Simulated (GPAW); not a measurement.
# MoS2: G0W0 on several meshes in GPAW

Wanted: mesh dependence and cost of G0W0 for MoS2.

Program: GPAW 26.7.0. Level of theory: PBE and many-body steps on it, plane waves. Results are calculated unless marked as measured.

The database entry behind the starting cell differs from later determinations by our own check (about 0.3 % long), so it need not match the best structure at ambient conditions.

### 1. Starting point

The cell holds 3 atoms: 1 Mo and 2 S. Its edges and angles: a = 3.169 Å, b = 3.169 Å, c = 14.100 Å, α = 90.0°, β = 90.0°, γ = 120.0°. It derives from MoS2. Vacuum lies along c.

As a file:

```xyz
3
Lattice="3.1690 0.0000 0.0000 -1.5845 2.7444 0.0000 0.0000 0.0000 14.1000" Properties=species:S:1:pos:R:3
Mo    1.5845    0.9148    7.0500
S     0.0000    1.8296    5.4849
S     0.0000    1.8296    8.6151
```

### 2. Empty states on the mesh, 12×12×1 mesh, 209 bands

This step: GPAW 26.7.0; DFT, PBE, plane waves, PAW.

The sums over transitions need many empty states on a uniform mesh; this step solves for them.

Contents of run.py:

```python
import json
import numpy as np
from gpaw.mpi import world
from gpaw import GPAW

calc = GPAW('gs.gpw').fixed_density(kpts={'size': (12, 12, 1), 'gamma': True},
    parallel={'domain': 1, 'band': 1},
    txt='nscf.txt')
calc.diagonalize_full_hamiltonian(nbands=209)
calc.write('full.gpw', mode='all')
res = {}
kpts = calc.get_ibz_k_points()
res['kpts'] = kpts
res['eigenvalues'] = [calc.get_eigenvalues(kpt=k) for k in range(len(kpts))]
res['n_electrons'] = calc.get_number_of_electrons()

if world.rank == 0:
    with open('result.json', 'w') as f:
        json.dump(res, f, default=lambda x: x.tolist())
```

On the command line:

```
mpirun -n 4 gpaw python run.py
```

Numbers of over 12 decimals in the logs are rounded to 6 here.

The log of the run:

```text
Diagonalizing LCAO Hamiltonian
Converting LCAO to pw mode
convergence criteria:
- Maximum integral of absolute [eigenst]ate change: 4e-08 eV^2 / valence electron
maximum number of iterations: 100

SCF iterations
|iter     |     time |      energy | eigst |  dens |
|iter:   1|  |             | +0.60 |       |
|iter:   2|  |             | -0.80 |       |
|iter:   3|  |             | -1.88 |       |
[...]
|iter:  10|  |             | -6.77 |       |
|iter:  11|  |             | -7.36 |       |
|iter:  12|  |             | -7.97c|       |
SCF steps: 12
  __  _  _
 | _ |_)|_||  |
 |__||  | ||/\| - 26.7.0

Input parameters:
  mode=PW(ecut=450.000000),
  convergence={'density': 1e-06, 'bands': -3},
  gpts=array([16, 16, 70]),
  kpts=MonkhorstPack(size=(12, 12, 1), gamma=True),
  maxiter=100,
  nbands=20,
  occupations=Occupations(name='fermi-dirac', width=0.001, fixmagmom=False),
  parallel={'domain': 1, 'band': 1},
  xc=XC(name='PBE')
Matrix size: 2701x2701
# Writing to full.gpw (mode='all')
  [... matrices ...]

timing:  # [seconds]
  Total: 74.947  # ━━━━━━━━━━━━━━━━━━━━━━━━━━━━━━━━━━━━━━━━━━━━━━━━━━━━━━━━━━
```

Wall time 81 s (4 MPI ranks of Arm Neoverse V2, shared host); peak memory 3.1 GiB; 5.4 min of CPU time.

Numbers from this step:

```
gap                                                           : 1.709 eV
k of the valence top                                          : 0.3333, 0.3333, 0
k of the conduction bottom                                    : 0.3333, 0.3333, 0
least direct gap                                              : 1.709 eV
k points computed                                             : 19
lowest point of the top converged band, above the valence top : 76.2678 eV
```

On this mesh the gap is 1.709 eV.

### 3. 12×12×1

G0W0 replaces the xc potential by the self-energy, built once from these orbitals. Only a window of levels is corrected, while the sums run over the empty bands that the input names.

This step: G0W0 on PBE, plane waves, PAW.

Contents of run.py:

```python
import json
import numpy as np
from gpaw.mpi import world
from gpaw.response.g0w0 import G0W0

gw = G0W0('full.gpw',
    filename='gw',
    kpts=[0, 9],
    bands=(11, 15),
    ecut=48,
    nbands=92,
    truncation='2D',
    integrate_gamma='sphere',
    q0_correction=True,
    frequencies={'type': 'nonlinear', 'domega0': 0.15, 'omega2': 15.0},
    eta=0.1,
    nblocksmax=True)
gw.calculate()
res = {mode: {k: v for k, v in r.items() if k != 'sigma_eskwn'}
       for mode, r in gw.all_results.items()}

if world.rank == 0:
    with open('result.json', 'w') as f:
        json.dump(res, f, default=lambda x: x.tolist())
```

On the command line:

```
mpirun -n 4 gpaw python run.py
```

The log of the run:

```text
Using integrator: PointIntegrator
NonLinearFrequencyDescriptor(from 0.000 to 103.845 eV, 180 points)
Nonperiodic BCs:  [False False  True]
Using integrator: PointIntegrator
NonLinearFrequencyDescriptor(from 0.000 to 103.845 eV, 180 points)
Nonperiodic BCs:  [False False  True]
Applying analytical 2D correction to W:
    Evaluating Gamma point contribution to W on a 15x15x1 grid
  ___  _ _ _
 |   || | | |
 | | || | | |
 |__ ||_____|
 |___|

BZ k-points: Symmetries present (total): 12

  [... matrices ...]
144 k-points: 12 x 12 x 1 Monkhorst-Pack grid + [1/24,1/24,0.000000]
19 k-points in the irreducible part of the Brillouin zone
       k-points in crystal coordinates                weights
   0:    -0.00000000   -0.00000000    0.00000000          1/144
   1:     0.08333333   -0.00000000    0.00000000          6/144
   2:     0.16666667   -0.08333333    0.00000000          6/144
   3:     0.16666667   -0.00000000    0.00000000          6/144
   4:     0.25000000   -0.08333333    0.00000000         12/144
   5:     0.25000000   -0.00000000    0.00000000          6/144
   6:     0.33333333   -0.16666667    0.00000000          6/144
   7:     0.33333333   -0.08333333    0.00000000         12/144
   8:     0.33333333   -0.00000000    0.00000000          6/144
   9:     0.33333333    0.33333333    0.00000000          2/144
          ...
  18:     0.50000000    0.50000000    0.00000000          3/144

Distributing spins, k-points and bands (1 x 2 x 4) over 1 process
Number of blocks: 4

Quasi particle states:
k-points (IBZ indices): [0, 9]
Band range: (11, 15)
  [... matrices ...]
Computational parameters:
Plane wave cut-off: 48 eV
Number of bands: 92
Coulomb cutoff: 2D
Broadening: 0.1 eV

fxc modes: GW
Kernel: RPA
Using full-frequency real axis integration
Summing all q:

Calculating screened Coulomb potential
2D Coulomb truncation
NonLinearFrequencyDescriptor(from 0.000 to 103.845 eV, 180 points)
Removing empty qpoint cache files...

Calculating chi0 body with:
    Ground state adapter containing:
    Number of spins: 1
    Number of kpoints: 144
    Number of irreducible kpoints: 19
    Number of completely occupied states: 13
    Number of partially occupied states: 13
    Occupied states memory: 3.5546875 M / cpu

    Linear response parametrization:
    q_c: [-2.0816681711721685e-17, -2.0816681711721685e-17, 0.0]
    Number of frequency points: 180
    Planewave cutoff: 48.0
    Number of bands: 92
    Number of planewaves: 93
    Broadening (eta): 0.1
    comm.size: 4
    kncomm.size: 1
    blockcomm.size: 4

    Memory estimate of potentially large arrays:
        chi0_wGG: 5.938797 M / cpu
Integrating chi0 body.

Symmetries of q_c:
    Direct symmetries (Uq -> q): 12
    Indirect symmetries (TUq -> q): 12
In total 24 allowed symmetries.

  [... matrices ...]
19 groups of equivalent kpoints. 86.805556% reduction.

Integral kind: spectral function
Integrating chi0 head and wings.

Symmetries of q_c:
    Direct symmetries (Uq -> q): 12
    Indirect symmetries (TUq -> q): 12
In total 24 allowed symmetries.

  [... matrices ...]
19 groups of equivalent kpoints. 86.805556% reduction.

Integral kind: spectral function wings

Calculating chi0 body with:
    Ground state adapter containing:
    Number of spins: 1
    Number of kpoints: 144
    Number of irreducible kpoints: 19
    Number of completely occupied states: 13
    Number of partially occupied states: 13
[... the further q-points ...]

Results:
f:      Occupation numbers
eps:     KS-eigenvalues [eV]
vxc:     KS vxc [eV]
exx:     Exact exchange [eV]
sigma:   Self-energies [eV]
dsigma:  Self-energy derivatives
Z:       Renormalization factors
qp:      QP-energies [eV]

k-point 0 (0): (-0.000, -0.000, 0.000)                GW
band       f     eps     vxc     exx   sigma  dsigma       Z      qp
                                                                   GW
  11   1.000  -1.519 -18.616 -20.189   2.018  -0.366   0.732  -1.193
  12   1.000  -0.106 -17.673 -18.636   1.366  -0.367   0.731   0.189
  13   0.000   2.726 -18.510 -13.743  -3.000  -0.366   0.732   4.019
  14   0.000   2.726 -18.510 -13.743  -3.000  -0.366   0.732   4.019

k-point 1 (9): (0.333, 0.333, 0.000)                GW
band       f     eps     vxc     exx   sigma  dsigma       Z      qp
                                                                   GW
  11   1.000  -2.218 -16.851 -19.865   3.002  -0.439   0.695  -2.226
  12   1.000  -0.075 -18.918 -19.228   0.977  -0.361   0.735   0.416
  13   0.000   1.634 -20.630 -16.291  -2.392  -0.366   0.732   3.060
  14   0.000   2.973 -17.927 -12.746  -3.371  -0.363   0.734   4.302
```

It took 2.4 min on 4 MPI ranks; peak memory 2.2 GiB; 9.4 min of CPU time.

This step gave:

```yaml
g0w0_gap_on_the_points_computed: 2.645 eV
least_direct_g0w0_gap_on_the_computed_points: 2.645 eV
z_at_the_valence_top: 0.7348
z_at_the_conduction_bottom: 0.7321
starting_gap_on_the_mesh: 1.709 eV
k_of_the_valence_top: 0.3333, 0.3333, 0
k_of_the_conduction_bottom: 0.3333, 0.3333, 0
```

The gap on the mesh goes from 1.71 eV to 2.64 eV, a correction of +0.94 eV.

### 4. Empty states on the mesh, 9×9×1 mesh, 102 bands

This step: DFT, PBE, plane waves, PAW.

Contents of run.py:

```python
import json
import numpy as np
from gpaw.mpi import world
from gpaw import GPAW

calc = GPAW('gs.gpw').fixed_density(kpts={'size': (9, 9, 1), 'gamma': True},
    nbands=119,
    convergence={'bands': 102},
    update_fermi_level=True,
    txt='nscf.txt')
calc.write('full.gpw', mode='all')
res = {}
kpts = calc.get_ibz_k_points()
res['kpts'] = kpts
res['eigenvalues'] = [calc.get_eigenvalues(kpt=k) for k in range(len(kpts))]
res['n_electrons'] = calc.get_number_of_electrons()

if world.rank == 0:
    with open('result.json', 'w') as f:
        json.dump(res, f, default=lambda x: x.tolist())
```

On the command line:

```
mpirun -n 4 gpaw python run.py
```

The log of the run:

```text
Diagonalizing LCAO Hamiltonian
Converting LCAO to pw mode
convergence criteria:
- Maximum integral of absolute [eigenst]ate change: 4e-08 eV^2 / valence electron
maximum number of iterations: 100

SCF iterations
|iter     |     time |      energy | eigst |  dens |
|iter:   1|  |             | +3.96 |       |
|iter:   2|  |             | +2.73 |       |
|iter:   3|  |             | +1.61 |       |
[...]
|iter:  12|  |             | -6.73 |       |
|iter:  13|  |             | -7.16 |       |
|iter:  14|  |             | -7.67c|       |
SCF steps: 14
  __  _  _
 | _ |_)|_||  |
 |__||  | ||/\| - 26.7.0

Input parameters:
  mode=PW(ecut=450.000000),
  convergence={'bands': 102},
  gpts=array([16, 16, 70]),
  kpts=MonkhorstPack(size=(9, 9, 1), gamma=True),
  maxiter=100,
  nbands=119,
  occupations=Occupations(name='fermi-dirac', width=0.001, fixmagmom=False),
  parallel={},
  xc=XC(name='PBE')
# Writing to full.gpw (mode='all')
  [... matrices ...]

timing:  # [seconds]
  Total: 0.060  # ━━━━━━━━━━━━━━━━━━━━━━━━━━━━━━━━━━━━━━━━━━━━━━━━━━━━━━━━━━━
```

The job ended after 20 s (4 MPI ranks; peak memory 0.83 GiB; 81 s of CPU time).

This step gave:

```yaml
gap: 1.709 eV
k_of_the_valence_top: 0.3333, 0.3333, 0
k_of_the_conduction_bottom: 0.3333, 0.3333, 0
least_direct_gap: 1.709 eV
k_points_computed: 12
lowest_point_of_the_top_converged_band_above_the_valence_top: 44.66 eV
```

On this mesh the gap is 1.709 eV.

### 5. 9×9×1

This step: G0W0 on PBE, plane waves, PAW.

Contents of run.py:

```python
import json
import numpy as np
from gpaw.mpi import world
from gpaw.response.g0w0 import G0W0

gw = G0W0('full.gpw',
    filename='gw',
    kpts=[0, 6],
    bands=(11, 15),
    ecut=48,
    nbands=92,
    truncation='2D',
    integrate_gamma='sphere',
    q0_correction=True,
    frequencies={'type': 'nonlinear', 'domega0': 0.15, 'omega2': 15.0},
    eta=0.1,
    nblocksmax=True)
gw.calculate()
res = {mode: {k: v for k, v in r.items() if k != 'sigma_eskwn'}
       for mode, r in gw.all_results.items()}

if world.rank == 0:
    with open('result.json', 'w') as f:
        json.dump(res, f, default=lambda x: x.tolist())
```

On the command line:

```
mpirun -n 4 gpaw python run.py
```

The log of the run:

```text
Using integrator: PointIntegrator
NonLinearFrequencyDescriptor(from 0.000 to 103.845 eV, 180 points)
Nonperiodic BCs:  [False False  True]
Using integrator: PointIntegrator
NonLinearFrequencyDescriptor(from 0.000 to 103.845 eV, 180 points)
Nonperiodic BCs:  [False False  True]
Applying analytical 2D correction to W:
    Evaluating Gamma point contribution to W on a 19x19x1 grid
  ___  _ _ _
 |   || | | |
 | | || | | |
 |__ ||_____|
 |___|

BZ k-points: Symmetries present (total): 12

  [... matrices ...]
81 k-points: 9 x 9 x 1 Monkhorst-Pack grid
12 k-points in the irreducible part of the Brillouin zone
       k-points in crystal coordinates                weights
   0:     0.00000000    0.00000000    0.00000000          1/81
   1:     0.11111111    0.00000000    0.00000000          6/81
   2:     0.22222222   -0.11111111    0.00000000          6/81
[...]
9:     0.44444444    0.00000000    0.00000000          6/81
          ...
  11:     0.44444444    0.44444444    0.00000000          6/81

Distributing spins, k-points and bands (1 x 2 x 4) over 1 process
Number of blocks: 4

Quasi particle states:
k-points (IBZ indices): [0, 6]
Band range: (11, 15)
  [... matrices ...]
Computational parameters:
Plane wave cut-off: 48 eV
Number of bands: 92
Coulomb cutoff: 2D
Broadening: 0.1 eV

fxc modes: GW
Kernel: RPA
Using full-frequency real axis integration
Summing all q:

Calculating screened Coulomb potential
2D Coulomb truncation
NonLinearFrequencyDescriptor(from 0.000 to 103.845 eV, 180 points)
Removing empty qpoint cache files...

Calculating chi0 body with:
    Ground state adapter containing:
    Number of spins: 1
    Number of kpoints: 81
    Number of irreducible kpoints: 12
    Number of completely occupied states: 13
[...]
q_c: [0.0, 0.0, 0.0]
    Number of frequency points: 180
    Planewave cutoff: 48.0
    Number of bands: 92
    Number of planewaves: 93
    Broadening (eta): 0.1
    comm.size: 4
    kncomm.size: 1
    blockcomm.size: 4

    Memory estimate of potentially large arrays:
        chi0_wGG: 5.938797 M / cpu
Integrating chi0 body.

Symmetries of q_c:
    Direct symmetries (Uq -> q): 12
    Indirect symmetries (TUq -> q): 12
In total 24 allowed symmetries.

  [... matrices ...]
12 groups of equivalent kpoints. 85.185185% reduction.

Integral kind: spectral function
Integrating chi0 head and wings.

Symmetries of q_c:
    Direct symmetries (Uq -> q): 12
    Indirect symmetries (TUq -> q): 12
In total 24 allowed symmetries.

  [... matrices ...]
12 groups of equivalent kpoints. 85.185185% reduction.

Integral kind: spectral function wings

Calculating chi0 body with:
    Ground state adapter containing:
    Number of spins: 1
    Number of kpoints: 81
    Number of irreducible kpoints: 12
    Number of completely occupied states: 13
    Number of partially occupied states: 13
    Occupied states memory: 3.5546875 M / cpu

[... the further q-points ...]

Results:
f:      Occupation numbers
eps:     KS-eigenvalues [eV]
vxc:     KS vxc [eV]
exx:     Exact exchange [eV]
sigma:   Self-energies [eV]
dsigma:  Self-energy derivatives
Z:       Renormalization factors
qp:      QP-energies [eV]

k-point 0 (0): (0.000, 0.000, 0.000)                GW
band       f     eps     vxc     exx   sigma  dsigma       Z      qp
                                                                   GW
  11   1.000  -1.519 -18.616 -20.188   1.986  -0.370   0.730  -1.217
  12   1.000  -0.106 -17.673 -18.637   1.338  -0.363   0.734   0.169
  13   0.000   2.726 -18.510 -13.744  -2.972  -0.366   0.732   4.039
[...]
k-point 1 (6): (0.333, 0.333, 0.000)                GW
band       f     eps     vxc     exx   sigma  dsigma       Z      qp
                                                                   GW
[...]
13   0.000   1.634 -20.630 -16.282  -2.375  -0.367   0.732   3.078
  14   0.000   2.973 -17.927 -12.746  -3.341  -0.361   0.735   4.324
```

Elapsed: 57 s, on 4 MPI ranks; peak memory 1.6 GiB; 3.8 min of CPU time.

Numbers from this step:

* G0W0 gap on the points computed: 2.683 eV
* least direct G0W0 gap on the computed points: 2.683 eV
* Z at the valence top: 0.7335
* Z at the conduction bottom: 0.7318
* starting gap on the mesh: 1.709 eV
* k of the valence top: 0.3333, 0.3333, 0
* k of the conduction bottom: 0.3333, 0.3333, 0

Against G0W0 in GPAW (12×12×1 mesh, 92 bands, screening to 48 eV, full frequency, Hilbert transform), the gap moves by +0.038 eV.

### 6. The runs together

Times are wall times on 4 MPI ranks of Arm Neoverse V2, shared host, good to a factor of about two.

```
    run     mesh  bands  screening cutoff (eV)  DFT gap (eV)  gap on the mesh (eV)  direct (eV)     time
12×12×1  12×12×1     92                     48         1.709                 2.645        2.645  2.4 min
  9×9×1    9×9×1     92                     48         1.709                 2.683        2.683     57 s
```

### 7. Outcome

- 12×12×1: 2.645 eV
- 9×9×1: 2.683 eV
- known limits: not at the basis limit; no spin-orbit coupling

9×9×1: +0.038 eV against 12×12×1. Bands and cutoff are finite, so the gap is not at the basis limit. The miss can reach some tenths of an eV and take either sign; the mesh is an error of its own. These stock PAW sets were not made for GW. In the G0W0 runs levels were corrected at 2 k points alone, so a gap called «on the mesh» is the least over those, and an edge elsewhere would be missed. The many-body steps are scalar-relativistic: spin-orbit coupling is not in them.

[Paths, hosts, dates, memory and timing lines, banners, echoed tables and standing remarks are left out of the program output.]

[Logs are printed without paths, hosts, clocks, repeated set-up lines and the standing remarks that a program may print on its own settings, such as how far it seeks lower states.]

[Runs of the session that timed out or met a known fault of the program may be left out.]

[Hosts, paths, dates, database ids (printed as entryN), source tags and the programs' standing remarks are cut or masked in the printed files.]
